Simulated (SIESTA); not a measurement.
**Be2C: single point with PBE**

Be2C:

```
CELL_PARAMETERS angstrom
0.00000 2.16500 2.16500
2.16500 0.00000 2.16500
2.16500 2.16500 0.00000
ATOMIC_POSITIONS crystal
C 0.00000 0.00000 0.00000
Be 0.75000 0.75000 0.75000
Be 0.25000 0.25000 0.25000
```

| Quantity | Value |
| --- | --- |
| Program | SIESTA 5.4.2 |
| Task | single point |
| Functional | PBE |
| Potentials or basis | PseudoDojo 0.5 standard (PBE files) |
| Basis | DZP (energy shift 0.003 Ry; two zetas on semicore shells) |
| Grid cutoff | 800 Ry |
| Energy shift | 0.003 Ry |
| k mesh | 11 × 11 × 11 |
| Occupations | fermi-dirac, width 0.05 eV |
| Spin | no spin polarisation |

The pressure is 2.4 GPa and the band gap on the k mesh is 1.10 eV, indirect (least direct gap 3.66 eV).

Run time: 97 s on 1 thread of Arm Neoverse V2, with other jobs on the host, peak memory 0.33 GiB.

Caveat: short orbitals over semicore shells can move pressures by several GPa; an odd mesh through Γ misses points on the zone boundary, where band edges often lie; the basis of atomic orbitals isn't converged, which shifts pressures, moduli and gaps. As with any semilocal functional, this PBE gap is likely too small.
